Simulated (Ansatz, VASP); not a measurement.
**FeSi: VASP beside Ansatz**

```
CELL_PARAMETERS angstrom
4.31038 0.00000 0.00000
0.00000 4.31038 0.00000
0.00000 0.00000 4.31038
ATOMIC_POSITIONS crystal
Fe 0.13960 0.13960 0.13960
Fe 0.36040 0.86040 0.63960
Fe 0.63960 0.36040 0.86040
Fe 0.86040 0.63960 0.36040
Si 0.84234 0.84234 0.84234
Si 0.65766 0.15766 0.34234
Si 0.34234 0.65766 0.15766
Si 0.15766 0.34234 0.65766
```

Alike in both runs: functional PBE; k mesh 8 × 8 × 8; occupations gaussian, width 0.01 eV; no spin polarisation.

Ansatz relaxed the structure, and its values are those at the end. VASP's run is a single point on that final structure, the one shown.

|  | VASP | Ansatz |
| --- | --- | --- |
| version | VASP 6.6.1 | Ansatz 0.2.0 |
| potentials or method | VASP PAW PBE potentials, release 64 (Fe, Si) | scalar-relativistic, plane waves, PAW |
| plane-wave cutoff (eV) | 520 | 420 |
| valence electrons in the cell | 48 | 80 |

|  | VASP | Ansatz | Ansatz less VASP |
| --- | --- | --- | --- |
| gap on the k mesh at the Fermi level (eV) | 0.15 | 0.16 | +0.005 |
| least direct gap on the mesh (eV) | 0.17 | 0.18 | +0.004 |
| pressure (GPa) | 26.0 | 25.7 | -0.35 |
| rms of the force components (eV/Å) | 0.017 | 0.001 | -0.0157 |

The two sets of potentials don't hold the same shells in valence. Ansatz warned: «stress_scf_threshold_loose».

Caveats: so large a pressure means that the cell lies far from this level's equilibrium, or that cutoff or potentials fall short (VASP). Spin polarisation is off, so any magnetic state and its effect on volume and gap are missing.
